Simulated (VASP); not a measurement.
A run of VASP 6.6.1 is set up as follows.

The input INCAR:

```
SYSTEM = CeO
PREC = Accurate
ENCUT = 520
EDIFF = 1E-6
ISMEAR = 0
SIGMA = 0.05
LREAL = .False.
LASPH = .True.
NELM = 100
ALGO = Normal
ISIF = 2
LWAVE = .False.
LCHARG = .False.
ISPIN = 2
MAGMOM = 1 -1 0 0
LORBIT = 11
LMAXMIX = 6
LDAU = .True.
LDAUTYPE = 2
LDAUL = 3 -1
LDAUU = 5 0
LDAUJ = 0 0
LDAUPRINT = 1
GGA = PE
NBANDS = 30
```

The input KPOINTS:

```
regular mesh
0
Gamma
  6 6 6
  0 0 0
```

Contents of POSCAR:

```
CeO
1.0
    5.2663653400      2.6331826700      2.6331826700
    2.6331826700      5.2663653400      2.6331826700
    2.6331826700      2.6331826700      5.2663653400
Ce O
2 2
Direct
    0.0000000000      0.0000000000      0.0000000000
    0.5000000000      0.5000000000      0.5000000000
    0.1250000000      0.1250000000      0.1250000000
    0.6250000000      0.6250000000      0.6250000000
```

Potentials or basis: VASP PAW PBE potentials, release 64 (Ce, O).

The run is started by

```bash
$ cat potpaw_PBE.64/Ce/POTCAR potpaw_PBE.64/O/POTCAR > POTCAR
$ mpirun -np 1 vasp_std > vasp.out
```

(1) Predict the net moment.

(2) Predict the pressure.

Results:

(1) 0.00 μB per cell.

(2) 25.3 GPa.

Caveat: the magnetic or orbital state may not be the lowest.
